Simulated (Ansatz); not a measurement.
# Dielectric response of LiCl (001) films

Wanted: ε of rocksalt LiCl (001) by finite fields on slabs, and the band edges against the vacuum where run.

Method: plane-wave DFT, LDA, Ansatz PAW (set soft_1); PAW set soft_1, in Ansatz 0.2.0.

## 1. Set-up

The cell holds 6 atoms: 3 Li and 3 Cl. Cell: a = 3.635 Å, b = 3.635 Å, c = 23.140 Å, α = 90.0°, β = 90.0°, γ = 90.0°. It derives from LiCl (rocksalt LiCl). Vacuum lies along c.

## 2. Relaxing the film, 6 atoms, units 3

The structure is relaxed first, because levels and dipoles at a surface follow the positions of the outer atoms.

input.yaml reads:

```yaml
crystal:
  lattice:
    - [3.63452886, 0.0, 0.0]
    - [0.0, 3.63452886, 0.0]
    - [0.0, 0.0, 23.14]
  atoms:
    - { symbol: Li, position: [0.5, 0.5, 0.3889369058] }
    - { symbol: Cl, position: [0.0, 0.0, 0.3889369058] }
    - { symbol: Li, position: [0.0, 0.0, 0.5] }
    - { symbol: Cl, position: [0.5, 0.5, 0.5] }
    - { symbol: Li, position: [0.5, 0.5, 0.6110630942] }
    - { symbol: Cl, position: [0.0, 0.0, 0.6110630942] }
kpoints:
  mp_grid: { grid: [8, 8, 1] }
hamiltonian:
  xc: lda
  pseudopotentials: { kind: paw, azcp: { folder: soft_1 }, xc_functional: pbe }
scf:
  occupations: { method: fixed }
  convergence: { dr2_threshold: 1.0e-09 }
efield:
  axis: 3
  dipole_correction: true
  ramp_position: 0.97
  ramp_width: 0.06
relax:
  f_tol: 0.003
  max_steps: 100
output:
  write_potential: true
  write_density: true
  volumetric_format: npy
```

The run is started by

```
$ ansatz run input.yaml --threads 4 --pin off --max-ram 8192MiB --backend cpu --events-out ev --progress --plain --runs-dir out
```

Numbers of over 12 decimals in the logs are rounded to 6 here.

The log of the run:

```text
Engine: ansatz 0.2.0, x86_64-unknown-linux-gnu
Pseudopotentials: kind: paw
Pseudopotential: Li, paw, valence charge 3, recommended cutoff 420 eV (normal), soft_1/Li.paw.azcp
Pseudopotential: Cl, paw, valence charge 7, recommended cutoff 420 eV (normal), soft_1/Cl.paw.azcp
Functional definition: SPW92
  exchange = slater_x
  correlation = pw_c
Crystal: 6 atoms, lattice volume = 305.675 Å³
Basis set: ecut = 420 eV, 5933 PW (Γ)
Bands: 21, of which v1, the nominal top of the filled ones, is band 15 counted from 1 (14 counted from 0)
Symmetry: 8 space group operations
k-points: 15 of 64
Non-local potential: Li, projectors of the file, l = 0: 3, l = 1: 2, l = 2: 1
Non-local potential: Cl, projectors of the file, l = 0: 2, l = 1: 2, l = 2: 1
PAW form: soft (Blöchl's): semilocal exchange-correlation on the pseudo side does not see the compensation charge
PAW frozen core: Cl, regenerated for the run's functional, and the local potential with it (the file was generated under x = pbe(κ = 0.804, μ = 0.219515), c = pbe(β = 0.066725))
PAW one-centre angular grid: Li, 110 points (default); XC on 64 Gauss nodes
PAW one-centre angular grid: Cl, 110 points (default); XC on 64 Gauss nodes
Initial density: superposition of atomic densities (neutral atoms: chi_scale 0, normalization atom)
Initial wavefunctions: pseudopotential atomic-orbital guess
Functional: x = slater, c = lda
SCF iter   1: F=—  HF=-3748.409781 eV  |F-HF|=—  |Δ(HF+E_count)|=         —  Δρ=1.37e-2  dr2=1.70e0  ethr=3.10e-3  p=0.000 e·Å  D=5.53e-14 V/Å  ΔV_dip=-0.00 eV  dr2_dipole=4.30e-10  V_vac-E_F(+/−)=10.13/10.13 eV  ⟨swp⟩=6.1  Hψ=1498  notcnv=0  defer=50
efield: sawtooth ramp at fractional position 0.9700 (set: `efield.ramp_position`, or a place that a band, a saddle search or an elastic batch's reference lends), width 0.0600; the density the first Hamiltonian is built on has a dipole p = 0.000 e·Å; the dipole correction subtracts the counter field D = 5.53e-14 V/Å, which shifts the + side's vacuum level by -0.00 eV against the − side's; the planar-averaged density in the ramp window peaks in size at 3.3e-7 e/Å³
preconditioner: auto → Resta (q_TF=auto, 1.853 Å⁻¹)  ε∞=1.7  [insulator: Δε(μ)=6.450 eV  Ē_g=12.728 eV  n_scr=32 (ndim 8)  ℏωp=10.4 eV  f_vac=0.577  ε∞_Penn≈1.7  vacuum switching on, ρ_ref=1.2e-2 e/Å³]
SCF iter   2: F=—  HF=-3747.823304 eV  |F-HF|=—  |Δ(HF+E_count)|=   5.86e-1  Δρ=5.17e-3  dr2=1.38e-1  ethr=3.10e-3  p=0.000 e·Å  D=9.16e-7 V/Å  ΔV_dip=-0.00 eV  dr2_dipole=4.75e-11  V_vac-E_F(+/−)=7.90/7.90 eV  ⟨swp⟩=3.3  Hψ=660  notcnv=0  defer=57
density mixer auto → msr1: gapped (density of states about μ 0.00 of a free-electron gas's, 32 screened modes)
SCF iter   3: F=—  HF=-3747.801677 eV  |F-HF|=—  |Δ(HF+E_count)|=   2.16e-2  Δρ=2.18e-3  dr2=1.99e-2  ethr=4.61e-4  p=-0.000 e·Å  D=-3.68e-7 V/Å  ΔV_dip=0.00 eV  dr2_dipole=8.19e-13  V_vac-E_F(+/−)=7.16/7.16 eV  ⟨swp⟩=3.3  Hψ=431  notcnv=0  defer=59
SCF iter   4: F=—  HF=-3747.803407 eV  |F-HF|=—  |Δ(HF+E_count)|=   1.73e-3  Δρ=2.74e-4  dr2=3.15e-4  ethr=6.62e-5  p=0.000 e·Å  D=8.31e-7 V/Å  ΔV_dip=-0.00 eV  dr2_dipole=2.62e-11  V_vac-E_F(+/−)=6.81/6.81 eV  ⟨swp⟩=3.5  Hψ=544  notcnv=0  defer=59
SCF iter   5: F=—  HF=-3747.803466 eV  |F-HF|=—  |Δ(HF+E_count)|=   5.85e-5  Δρ=9.41e-5  dr2=4.75e-5  ethr=1.05e-6  p=-0.000 e·Å  D=-1.67e-6 V/Å  ΔV_dip=0.00 eV  dr2_dipole=4.27e-11  V_vac-E_F(+/−)=6.77/6.77 eV  ⟨swp⟩=2.5  Hψ=544  notcnv=0  defer=60
SCF iter   6: F=—  HF=-3747.803461 eV  |F-HF|=—  |Δ(HF+E_count)|=   4.85e-6  Δρ=1.74e-5  dr2=8.44e-7  ethr=1.58e-7  p=0.000 e·Å  D=6.72e-7 V/Å  ΔV_dip=-0.00 eV  dr2_dipole=5.01e-12  V_vac-E_F(+/−)=6.77/6.77 eV  ⟨swp⟩=2.1  Hψ=447  notcnv=0  defer=59
SCF iter   7: F=—  HF=-3747.803342 eV  |F-HF|=—  |Δ(HF+E_count)|=   1.19e-4  Δρ=3.95e-6  dr2=5.84e-8  ethr=2.81e-9  p=-0.000 e·Å  D=-7.50e-7 V/Å  ΔV_dip=0.00 eV  dr2_dipole=5.59e-12  V_vac-E_F(+/−)=6.78/6.77 eV  ⟨swp⟩=2.0  Hψ=476  notcnv=0  defer=56
SCF iter   8: F=—  HF=-3747.803342 eV  |F-HF|=—  |Δ(HF+E_count)|=  9.91e-10  Δρ=9.69e-7  dr2=2.65e-9  ethr=1.95e-10  p=0.000 e·Å  D=1.28e-7 V/Å  ΔV_dip=-0.00 eV  dr2_dipole=2.21e-13  V_vac-E_F(+/−)=6.77/6.77 eV  ⟨swp⟩=2.0  Hψ=443  notcnv=0  defer=56
SCF iter   9: F=-3747.803342 eV  HF=-3747.803342 eV  |F-HF|=1.82e-12  |Δ(HF+E_count)|=   1.12e-9  Δρ=1.78e-7  dr2=9.66e-11  ethr=3.33e-12  p=-0.000 e·Å  D=-7.40e-8 V/Å  ΔV_dip=0.00 eV  dr2_dipole=4.96e-14  V_vac-E_F(+/−)=6.77/6.77 eV  ⟨swp⟩=8.5  Hψ=1753  notcnv=0
SCF 1 converged in 9 iterations: F = -3747.803342 eV  dr2 = 9.66e-11
  greatest PAW one-centre occupation: 1.000 electrons in one spin orbital (limit 2), on the Li atom at site 2 (counted from 0), in its partial waves of l = 0
relax step   1: F+E_penalty+E_count = -3747.80334196 eV  Δ(F+E_penalty+E_count) = +0.000e0 eV  max|allowed force component| = 3.759e-1 eV/Å  Δτ_max = 0.0000 Å  (9 SCF iters, accepted)
Initial density: handed on by an earlier stage of this run
Initial wavefunctions: those handed on with the density
iter 1 solved again at ethr=5.69e-5 eV; its pass at ethr=3.10e-3 eV (dr2=1.71e-2 eV) is discarded
SCF iter   1: F=—  HF=-3747.873384 eV  |F-HF|=—  |Δ(HF+E_count)|=         —  Δρ=1.97e-3  dr2=1.76e-2  ethr=5.69e-5  p=-0.000 e·Å  D=-7.40e-8 V/Å  ΔV_dip=0.00 eV  dr2_dipole=2.45e-13  V_vac-E_F(+/−)=6.85/6.85 eV  ⟨swp⟩=2.7  Hψ=1552  notcnv=0  defer=59
efield: sawtooth ramp at fractional position 0.9700 (set: `efield.ramp_position`, or a place that a band, a saddle search or an elastic batch's reference lends), width 0.0600; the density the first Hamiltonian is built on has a dipole p = -0.000 e·Å; the dipole correction subtracts the counter field D = -7.40e-8 V/Å, which shifts the + side's vacuum level by +0.00 eV against the − side's; the planar-averaged density in the ramp window peaks in size at 6.1e-7 e/Å³
preconditioner: auto → Resta (q_TF=auto, 1.853 Å⁻¹)  ε∞=1.8  [insulator: Δε(μ)=5.791 eV  Ē_g=11.982 eV  n_scr=32 (ndim 8)  ℏωp=10.4 eV  f_vac=0.631  ε∞_Penn≈1.8  vacuum switching on, ρ_ref=1.0e-2 e/Å³]
SCF iter   2: F=—  HF=-3747.877377 eV  |F-HF|=—  |Δ(HF+E_count)|=   3.99e-3  Δρ=1.03e-3  dr2=4.82e-3  ethr=5.69e-5  p=0.000 e·Å  D=8.29e-8 V/Å  ΔV_dip=-0.00 eV  dr2_dipole=5.06e-15  V_vac-E_F(+/−)=7.01/7.01 eV  ⟨swp⟩=3.3  Hψ=461  notcnv=0  defer=60  κ⁻¹=1.0e0(r=1)
density mixer auto → broyden: gapped, where msr1 would fit the directions that read negative (density of states about μ 0.00 of a free-electron gas's, 32 screened modes)
[...]
SCF iter   4: F=—  HF=-3747.891041 eV  |F-HF|=—  |Δ(HF+E_count)|=   1.89e-4  Δρ=8.76e-5  dr2=2.59e-5  ethr=1.37e-6  p=0.000 e·Å  D=5.28e-9 V/Å  ΔV_dip=-0.00 eV  dr2_dipole=3.53e-15  V_vac-E_F(+/−)=7.08/7.08 eV  ⟨swp⟩=3.3  Hψ=526  notcnv=0  defer=60  κ⁻¹=9.2e-4(r=3)
SCF iter   5: F=—  HF=-3747.891044 eV  |F-HF|=—  |Δ(HF+E_count)|=   3.45e-6  Δρ=3.55e-5  dr2=3.12e-6  ethr=8.65e-8  p=-0.000 e·Å  D=-7.86e-9 V/Å  ΔV_dip=0.00 eV  dr2_dipole=8.55e-16  V_vac-E_F(+/−)=7.08/7.08 eV  ⟨swp⟩=2.1  Hψ=438  notcnv=0  defer=60  κ⁻¹=5.3e-5(r=4)
SCF iter   6: F=—  HF=-3747.890923 eV  |F-HF|=—  |Δ(HF+E_count)|=   1.21e-4  Δρ=7.01e-6  dr2=2.40e-7  ethr=1.04e-8  p=0.000 e·Å  D=9.11e-9 V/Å  ΔV_dip=-0.00 eV  dr2_dipole=1.00e-14  V_vac-E_F(+/−)=7.08/7.08 eV  ⟨swp⟩=2.3  Hψ=474  notcnv=0  defer=56  κ⁻¹=1.8e-6(r=5)
SCF iter   7: F=—  HF=-3747.890923 eV  |F-HF|=—  |Δ(HF+E_count)|=   2.82e-8  Δρ=2.17e-6  dr2=9.72e-9  ethr=7.99e-10  p=-0.000 e·Å  D=-2.98e-8 V/Å  ΔV_dip=0.00 eV  dr2_dipole=2.21e-15  V_vac-E_F(+/−)=7.08/7.08 eV  ⟨swp⟩=2.2  Hψ=445  notcnv=0  defer=56  κ⁻¹=1.7e-7(r=6)
SCF iter   8: F=-3747.890923 eV  HF=-3747.890923 eV  |F-HF|=4.55e-11  |Δ(HF+E_count)|=   1.40e-8  Δρ=3.85e-7  dr2=4.64e-10  ethr=3.33e-12  p=-0.000 e·Å  D=-9.67e-9 V/Å  ΔV_dip=0.00 eV  dr2_dipole=2.59e-15  V_vac-E_F(+/−)=7.08/7.08 eV  ⟨swp⟩=9.1  Hψ=1862  notcnv=0
SCF 3 converged in 8 iterations: F = -3747.890923 eV  dr2 = 4.64e-10
relax step   3: F+E_penalty+E_count = -3747.89092321 eV  Δ(F+E_penalty+E_count) = -9.272e-3 eV  max|allowed force component| = 8.888e-2 eV/Å  Δτ_max = 0.1181 Å  (8 SCF iters, accepted)
[...]
relax step   4: F+E_penalty+E_count = -3747.89496416 eV  Δ(F+E_penalty+E_count) = -4.041e-3 eV  max|allowed force component| = 2.875e-3 eV/Å  Δτ_max = 0.0384 Å  (8 SCF iters, accepted)
SCF iter   1: F=—  HF=-3747.895099 eV  |F-HF|=—  |Δ(HF+E_count)|=         —  Δρ=3.76e-5  dr2=1.24e-5  ethr=6.53e-7  p=0.000 e·Å  D=3.42e-8 V/Å  ΔV_dip=-0.00 eV  dr2_dipole=5.47e-14  V_vac-E_F(+/−)=7.14/7.14 eV  ⟨swp⟩=2.4  Hψ=724  notcnv=0  defer=60
efield: sawtooth ramp at fractional position 0.9700 (set: `efield.ramp_position`, or a place that a band, a saddle search or an elastic batch's reference lends), width 0.0600; the density the first Hamiltonian is built on has a dipole p = 0.000 e·Å; the dipole correction subtracts the counter field D = 3.42e-8 V/Å, which shifts the + side's vacuum level by -0.00 eV against the − side's; the planar-averaged density in the ramp window peaks in size at 9.0e-7 e/Å³
preconditioner: auto → Resta (q_TF=auto, 1.853 Å⁻¹)  ε∞=1.8  [insulator: Δε(μ)=5.666 eV  Ē_g=12.003 eV  n_scr=32 (ndim 8)  ℏωp=10.4 eV  f_vac=0.631  ε∞_Penn≈1.8  vacuum switching on, ρ_ref=1.0e-2 e/Å³]
SCF iter   2: F=—  HF=-3747.895096 eV  |F-HF|=—  |Δ(HF+E_count)|=   2.97e-6  Δρ=1.57e-5  dr2=5.53e-7  ethr=4.14e-8  p=-0.000 e·Å  D=-3.92e-8 V/Å  ΔV_dip=0.00 eV  dr2_dipole=8.01e-15  V_vac-E_F(+/−)=7.14/7.14 eV  ⟨swp⟩=2.1  Hψ=533  notcnv=0  defer=47  κ⁻¹=1.0e0(r=1)
density mixer auto → broyden: gapped, where msr1 would fit the directions that read negative (density of states about μ 0.00 of a free-electron gas's, 32 screened modes)
SCF iter   3: F=—  HF=-3747.894973 eV  |F-HF|=—  |Δ(HF+E_count)|=   1.23e-4  Δρ=7.72e-6  dr2=1.47e-7  ethr=1.84e-9  p=-0.000 e·Å  D=-6.80e-8 V/Å  ΔV_dip=0.00 eV  dr2_dipole=5.88e-15  V_vac-E_F(+/−)=7.14/7.14 eV  ⟨swp⟩=2.0  Hψ=434  notcnv=0  defer=24  κ⁻¹=1.3e-2(r=2)
SCF iter   4: F=—  HF=-3747.894973 eV  |F-HF|=—  |Δ(HF+E_count)|=   7.32e-8  Δρ=1.27e-6  dr2=4.65e-9  ethr=4.91e-10  p=-0.000 e·Å  D=-2.49e-8 V/Å  ΔV_dip=0.00 eV  dr2_dipole=2.29e-14  V_vac-E_F(+/−)=7.14/7.14 eV  ⟨swp⟩=2.5  Hψ=461  notcnv=0  defer=25  κ⁻¹=8.1e-4(r=3)
SCF iter   5: F=-3747.894973 eV  HF=-3747.894973 eV  |F-HF|=5.98e-10  |Δ(HF+E_count)|=   1.50e-9  Δρ=5.17e-7  dr2=8.99e-10  ethr=3.33e-12  p=-0.000 e·Å  D=-7.79e-8 V/Å  ΔV_dip=0.00 eV  dr2_dipole=3.06e-14  V_vac-E_F(+/−)=7.14/7.14 eV  ⟨swp⟩=8.6  Hψ=1785  notcnv=0
SCF 5 converged in 5 iterations: F = -3747.894973 eV  dr2 = 8.99e-10
relax step   5: F+E_penalty+E_count = -3747.89497320 eV  Δ(F+E_penalty+E_count) = -9.035e-6 eV  max|allowed force component| = 5.573e-5 eV/Å  Δτ_max = 0.0017 Å  (5 SCF iters, accepted)
NSCF: frozen V_eff on 15 k-points
the band table was solved once a step of the walk had ended and its energy, with any forces and stress, was formed, with the checks that follow a solve (2794 applications of the Hamiltonian). They found nothing against the state; the energy, forces and stress were not computed again (output.eigenvalues in the input reference)
WARN: The output density's exchange-correlation potential varies sharply where the density is thin. Do not read a vacuum level from v_tot or v_xc, or from such a field of the output density. On a cell that repeats whose density bears no net charge and no dipole along the vacuum's axis use v_es (v_loc + v_h of the components); under efield.dipole_correction with no amplitude use v_es + v_field, which holds any externa [...]
SCF converged after 5 iterations
Stability not checked: this state was not tested for a lower state beside it, because the mixer in use, unlike msr1, does not test its closes by its own steps (another_mixer; see scf.mixing.algorithm and scf.lower_state_search)
Free energy (F): -3747.894973 eV
Harris-Foulkes:  -3747.894973 eV  (|F-HF|=5.98e-10)
Internal energy: -3747.894973 eV  (E = F + TS)
E sigma→0 (E₀):  -3747.894973 eV
Fermi energy:    -4.289207 eV
Dipole field:    D = 0.000000 V/Å  (p = 0.000000 e·Å, saw-weighted, corrected)
Work function:   Φ+ = 7.1381 eV   Φ− = 7.1381 eV
Levels:          The Fermi level and band energies are counted from a zero that moves with the ramp; work functions are not
--- Per-component energies (eV) ---
  E_band       = -480.879719
  E_kinetic    = 507.693633
  E_local      = -12485.770657  (includes V_loc(G=0)·N_el)
  E_nonlocal   = 40.253476
  E_hartree    = 5951.377285
  E_xc         = -346.610264
  E_vxc        = -384.374813  (∫ρ·V_xc dr)
  E_paw        = -1940.058380  (= ΣΔE_a)
  E_vpaw       = -61.434875  (= ΣTr[D̂ρ^β])
  E_aug_tail   = 0.001109  (compensation charges beyond the density's cutoff)
  E_efield     = 0.000000  (sawtooth field / dipole correction)
  E_vefield    = 0.000000  (∫n·V_field dr)
  E_ewald      = 4524.647348
  E_core_change = 0.571476  (= ΣΔE_core)
  E_smearing   = -0.000000  (= −TS)
  E_closure    = -0.000000  (closes the sum)
  Σ components = -3747.894973   (vs F -3747.894973, Δ=0.00e0)
--- Forces (eV/Å), atoms counted from 1 ---
  atom   1  Li    -0.00000000     0.00000000     0.00002769
  atom   2  Cl     0.00000000     0.00000000    -0.00005574
  atom   3  Li     0.00000000     0.00000000     0.00000032
  atom   4  Cl    -0.00000000     0.00000000    -0.00000069
  atom   5  Li    -0.00000000     0.00000000    -0.00002699
  atom   6  Cl    -0.00000000     0.00000000     0.00005534
  max |Σ_I F_I| component: 7.87e-8 eV/Å
--- Band table (eV; the first three rows and the last of 15) ---
  k-point 0: bands = [... 11 lower, -4.6827, -4.6328, -4.3199, -4.3199, 1.3798, 1.6795, 2.8680, 3.3585, ... 2 higher]
  k-point 1: bands = [... 11 lower, -4.6353, -4.5852, -4.4810, -4.3067, 1.6506, 1.8003, 3.0508, 3.5032, ... 2 higher]
  k-point 2: bands = [... 11 lower, -4.7455, -4.5523, -4.5162, -4.2892, 2.0635, 2.2449, 3.1681, 3.5998, ... 2 higher]
  k-point 14: bands = [... 11 lower, -5.5524, -5.5524, -4.9173, -4.8845, 3.3323, 3.5994, 4.2132, 4.2307, ... 2 higher]
--- Relaxed structure (5 steps of the walk, 5 accepted, 0 SCFs on fresh bases) ---
  F+E_penalty+E_count = -3747.89497320 eV   max|allowed force component| = 5.573e-5 eV/Å
  atoms:
    - { symbol: Li, position: [0.5, 0.5, 0.398740] }
    - { symbol: Cl, position: [0, 0.0, 0.393208] }
    - { symbol: Li, position: [0, 0.0, 0.500000] }
    - { symbol: Cl, position: [0.5, 0.5, 0.500000] }
    - { symbol: Li, position: [0.5, 0.5, 0.601260] }
    - { symbol: Cl, position: [0, 0.0, 0.606792] }
```

The job ended after 7 s (4 threads of AMD EPYC 7R13 (Zen 3), shared host; peak memory 0.57 GiB).

The steps of the relaxation:

```
step  energy less that of the first step (eV)  largest force component (eV/Å)
   1                                   0.0000                          0.3759
   2                                  -0.0783                          0.1453
   3                                  -0.0876                          0.0889
   4                                  -0.0916                          0.0029
   5                                  -0.0916                          0.0001
```

Forces are held to the 8 operations that the run works with; a distortion that breaks them can't arise in this run.

The atoms that moved most (Å):

```
atom     dx     dy      dz  length
 Li5  0.000  0.000  -0.227   0.227
 Li1  0.000  0.000   0.227   0.227
 Cl2  0.000  0.000   0.099   0.099
 Cl6  0.000  0.000  -0.099   0.099
```

Final coordinates:

```cif
data_structure
_symmetry_space_group_name_H-M 'P 1'
_symmetry_Int_Tables_number 1
_cell_length_a 3.6345
_cell_length_b 3.6345
_cell_length_c 23.1400
_cell_angle_alpha 90.000
_cell_angle_beta 90.000
_cell_angle_gamma 90.000
_cell_volume 305.67
loop_
_atom_site_label
_atom_site_type_symbol
_atom_site_fract_x
_atom_site_fract_y
_atom_site_fract_z
_atom_site_occupancy
Li1 Li 0.50000 0.50000 0.39874 1
Cl2 Cl 0.00000 0.00000 0.39321 1
Li3 Li 0.00000 0.00000 0.50000 1
Cl4 Cl 0.50000 0.50000 0.50000 1
Li5 Li 0.50000 0.50000 0.60126 1
Cl6 Cl 0.00000 0.00000 0.60679 1
```

Numbers from this step:

* gap on the k-mesh: 5.669 eV
* dipole along the normal: 1.90e-7 e·Å
* ionisation energy, upper face: 7.138 eV
* electron affinity, upper face: 1.469 eV

Running mean over 2.57 Å of the planar mean; the ramp of the sawtooth is left out. Table of electron's electrostatic potential energy less the highest filled level by z:

z (Å), electron's electrostatic potential energy less the highest filled level (eV) and a bar from the least value:
```
      3.5       7.14 ##############################
      4.0       7.14 ##############################
      4.5       7.14 ##############################
      5.0       7.14 ##############################
      5.5       7.13 ##############################
      6.0       7.12 ##############################
      6.5       7.06 ##############################
      7.0       6.77 ############################
      7.5       5.51 #######################
      8.0       3.15 #############
      8.5       1.29 ######
      9.0       0.75 ###
      9.5       0.55 ##
     10.0       0.14 #
     10.5      -0.03 
     11.0       0.33 #
     11.5       0.52 ##
     12.0       0.43 ##
     12.5       0.03 
     13.0       0.03 
     13.5       0.45 ##
     14.0       0.69 ###
     14.5       1.05 #####
     15.0       2.50 ###########
     15.5       4.91 #####################
     16.0       6.56 ############################
     16.5       7.02 ##############################
     17.0       7.11 ##############################
     17.5       7.13 ##############################
     18.0       7.14 ##############################
     18.5       7.14 ##############################
     19.0       7.14 ##############################
     19.5       7.14 ##############################
     20.0       7.14 ##############################
```

The relaxation took 5 steps and lowered the energy by 0.092 eV; the largest force on the free atoms ends at 5.6e-5 eV/Å.

The gap is 5.67 eV, with the valence edge 7.14 eV and the conduction edge 1.47 eV under the upper vacuum level.

(Part 1 of 5 ends here.)

[Logs are printed without paths, hosts, clocks, repeated set-up lines and the standing remarks that a program may print on its own settings, such as how far it seeks lower states.]

[Hosts, paths, dates, database ids (printed as entryN), source tags and the programs' standing remarks are cut or masked in the printed files.]

[Maps of the electrostatic potential energy from Ansatz leave out the sawtooth potential of an applied field or a dipole correction, so their vacuum need not be flat; planar profiles and work functions include it.]
